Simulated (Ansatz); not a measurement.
## CsI (Pm-3m): gap, valleys and masses

```
Cs I
1.0
     4.50319    0.00000    0.00000
     0.00000    4.50319    0.00000
     0.00000    0.00000    4.50319
Cs I
1 1
Direct
  0.00000 0.00000 0.00000
  0.50000 0.50000 0.50000
```

Unless marked otherwise, the numbers come from PBEsol, all-electron LAPW in Ansatz 0.2.0, scalar-relativistic. k mesh 6×6×6, fixed occupations, basis error target 1 meV/atom. The cell was relaxed by PAW under this functional, which moved its volume by -4 % from the database entry's.

Extrema are searched on a 10×10×10 mesh and refined by Newton steps; masses come from band slopes 0.005 Å⁻¹ away, 1/m* = (1/ħ²) d²E/dk², negative for holes (the finite step makes the lightest masses up to about 3 % heavy). k is in units of the reciprocal vectors.

(1) Where are the band edges, and is the gap direct?

(2) What are the electron masses at the edge?

(3) What are the hole masses at the edge?

(4) Along the Cartesian direction 001 the conduction slope is 0.1436 eV·Å one step out. What is it four steps out, and what does that say?

(5) What electronic dielectric constant and refractive index follow from the same bands (independent particles)?

(6) What gap does PAW give in the same cell?

(7) Cells strained by ±0.5 % (all lengths, zz alone, equal engineering shears γ in yz, zx, xy; ions relaxed) give deformation potentials. How do the edge levels move, in eV per unit strain against the centre of the top valence set?

## Answers

(1) The valence maximum lies at M (0.000, -0.500, -0.500) and the conduction minimum at Gamma (0.000, 0.000, 0.000), so the Kohn-Sham gap of 3.854 eV is indirect; the least direct gap on the mesh is 3.932 eV. A further conduction extremum at M (0.000, -0.500, -0.500) lies 0.281 eV from the edge (3 equivalent points). A further valence extremum at Gamma (0.000, 0.000, 0.000) lies 0.078 eV from the edge (1 equivalent point).

(2) The principal masses are 0.265, 0.265, 0.265 mₑ. One valley has a density-of-states mass (m₁m₂m₃)^(1/3) = 0.265; the direction-averaged conductivity mass 3/Σ(1/mᵢ) is 0.265 mₑ.

(3) The principal masses are 0.366, 2.56, 2.56 mₑ. One valley has a density-of-states mass (m₁m₂m₃)^(1/3) = 1.34; 3 valleys give N^(2/3) times that, 2.78; the direction-averaged conductivity mass 3/Σ(1/mᵢ) is 0.853 mₑ.

(4) 0.5704 eV·Å, 3.973 times the first; a parabola would give 4, so the band is nearly parabolic here.

(5) ε∞ = (3.94, 3.94, 3.94), so n ≈ √ε∞ = 1.98 (mean over directions) well under the gap and the normal reflectivity is ((n − 1)/(n + 1))² = 0.109. Local fields, left out here, lower ε∞ by several per cent.

(6) 3.854 eV, 0 meV from the LAPW value.

(7) 

```tsv
point	k	side	bands	level (eV)	d/dlnV	d/dε_zz	d/dγ	split/ε_zz	split/γ
Gamma	0.00 0.00 0.00	valence	3	-0.078	-0.24	-1.73	0.00*	4.69	0.21
Gamma	0.00 0.00 0.00	conduction	1	3.854	-3.45	-4.91	0.00*	–	–
M	0.00 0.50 0.50	valence	1	0.000	0.00	0.00	0.00	–	–
M	0.00 0.50 0.50	conduction	1	4.134	0.31	-1.70	0.00	–	–
M	0.50 0.50 0.00	valence	1	0.000	0.00	-4.46	0.00	–	–
M	0.50 0.50 0.00	conduction	1	4.134	0.31	-0.14	0.00	–	–
R	-0.50 -0.50 -0.50	valence	3	-1.434	2.65	1.16	0.00	1.72	0.27
X	0.00 -0.50 0.00	valence	2	-0.265	0.59	-1.52	0.00*	6.27	3.64
X	0.00 -0.50 0.00	conduction	1	5.107	0.66	-0.02	0.00*	–	–
X	0.00 0.00 -0.50	valence	2	-0.265	0.59	0.35	0.00*	0.00	3.64
X	0.00 0.00 -0.50	conduction	1	5.107	0.66	-2.45	0.00*	–	–
```

Sets with another level within 0.15 eV are left out, since it mixes in under strain; the reference set stays in any case. Entries marked * vanish by symmetry to first order; what they show is the residue of the finite step. These cells use a basis error target of 0.5 meV/atom.

Keep in mind: no spin-orbit coupling on heavy atoms; semilocal gaps are low, and what follows the gap (onsets, screening, light masses) shifts with it; without spin-orbit coupling, bands that meet at the valence top are not the light and heavy holes of experiment; the frozen-core PAW files of the compared runs were fitted under PBE, their cores solved anew for this functional.
